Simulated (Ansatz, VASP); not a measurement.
## Two plane-wave programs on CoO

File INCAR:

```
PREC = Accurate
ENCUT = 520
EDIFF = 1E-6
ISMEAR = 0
SIGMA = 0.05
LREAL = F
LASPH = T
NELM = 150
ALGO = Normal
ISIF = 2
LWAVE = F
LCHARG = F
ISPIN = 2
MAGMOM = 2 -2 0 0
LORBIT = 11
LMAXMIX = 4
LDAU = T
LDAUTYPE = 2
LDAUL = 2 -1
LDAUU = 4 0
LDAUJ = 0 0
LDAUPRINT = 1
```

Contents of KPOINTS:

```
regular mesh
0
Gamma
  7 7 4
```

The input POSCAR:

```
CoO
1.0
    2.5705263100      0.0000000000      0.0000000000
    0.0000000000      2.5705263100      0.0000000000
    0.0000000000      0.0000000000      5.1410526200
Co O
2 2
Direct
    0.0000000000      0.0000000000      0.0000000000
    0.0000000000      0.0000000000      0.5000000000
    0.5000000000      0.5000000000      0.2500000000
    0.5000000000      0.5000000000      0.7500000000
```

Contents of input.yaml:

```yaml
crystal:
  lattice:
    - [2.57052631, 0.0, 0.0]
    - [0.0, 2.57052631, 0.0]
    - [0.0, 0.0, 5.14105262]
  atoms:
    - { symbol: Co, position: [0.0, 0.0, 0.0], spin: 2.0 }
    - { symbol: Co, position: [0.0, 0.0, 0.5], spin: -2.0 }
    - { symbol: O, position: [0.5, 0.5, 0.25] }
    - { symbol: O, position: [0.5, 0.5, 0.75] }
hamiltonian:
  xc: lda
  pseudopotentials: { kind: paw }
  hubbard: { sites: [{ species: Co, l: d, u_eff: 4.0 }] }
magnetization:
  spin_polarized: true
kpoints:
  mp_grid: { grid: [7, 7, 4] }
scf:
  occupations: { method: gaussian, width: 0.05 }
output:
  forces: true
  stress: true
  eigenvalues: true
```

Measurements of this composition are mostly on another form, of space group No. 225.

Alike in both runs: task single point; functional LDA; k mesh 7 × 7 × 4; occupations gaussian, width 0.05 eV; collinear spin, antiferromagnetic start; Hubbard terms Co d U = 4 eV.

```csv
,VASP,Ansatz
version,VASP 6.6.1,Ansatz 0.2.0
potentials or method,"VASP PAW LDA potentials, release 64 (Co, O)",Ansatz PAW
plane-wave cutoff (eV),520,420
valence electrons in the cell,30,46
```

```csv
,VASP,Ansatz,Ansatz less VASP
gap on the k mesh at the Fermi level (eV),2.21,2.21,-0.002
least direct gap on the mesh (eV),2.26,2.28,+0.016
pressure (GPa),-6.8,-0.4,+6.36
largest component of the traceless stress (GPa),1.15,1.36,+0.203
net moment per atom (μB),0.00,0.00,0.000
size of the moment on the site where the two differ most (μB),2.55,2.47,-0.081
```

Site moments also hang on the region over which each program counts them. The programs project onto different local orbitals, so the same U acts differently. The two sets of potentials don't hold the same shells in valence.

Caveats: an odd mesh through Γ misses points on the zone boundary, where band edges often lie (VASP); the magnetic or orbital state may not be the lowest (Ansatz); odd divisions of the mesh miss points on the zone boundary, where band edges often lie, so the gap on the mesh can be too wide (Ansatz); the pressure holds a Pulay correction of +1.1 GPa for the finite cutoff (Ansatz); the PAW data sets come from PBE, with cores solved anew for the run's functional, which leaves a small shift of forces and pressure (Ansatz). The state reached can hang on the start; a lower one may exist.
